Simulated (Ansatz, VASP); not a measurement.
RbBr in VASP and in Ansatz

```xyz
2
Lattice="0.0000 3.5083 3.5083 3.4382 0.0000 3.5083 3.4382 3.5083 0.0000" Properties=species:S:1:pos:R:3 pbc="T T T"
Rb    3.4382    3.5083    3.5083
Br    0.0000    0.0000    0.0000
```

Change from the starting cell: strain e1 = -0.02, atoms carried along.

Alike in both runs: task single point; functional PBE; k mesh 8 × 8 × 8; occupations gaussian, width 0.05 eV; no spin polarisation.

```csv
,VASP,Ansatz
version,VASP 6.6.1,Ansatz 0.2.0
potentials or method,"VASP PAW PBE potentials, release 64 (Rb_sv, Br)","scalar-relativistic, plane waves, PAW"
plane-wave cutoff (eV),520,420
valence electrons in the cell,16,16
```

```tsv
	VASP	Ansatz	Ansatz less VASP
gap on the k mesh at the Fermi level (eV)	4.23	4.23	+0.002
least direct gap on the mesh (eV)	4.23	4.23	+0.002
pressure (GPa)	0.3	0.3	-0.02
largest component of the traceless stress (GPa)	0.36	0.36	-0.004
```

With one functional, cell and mesh, what is left measures potentials, basis and numerics.

A k mesh can miss the band edges.
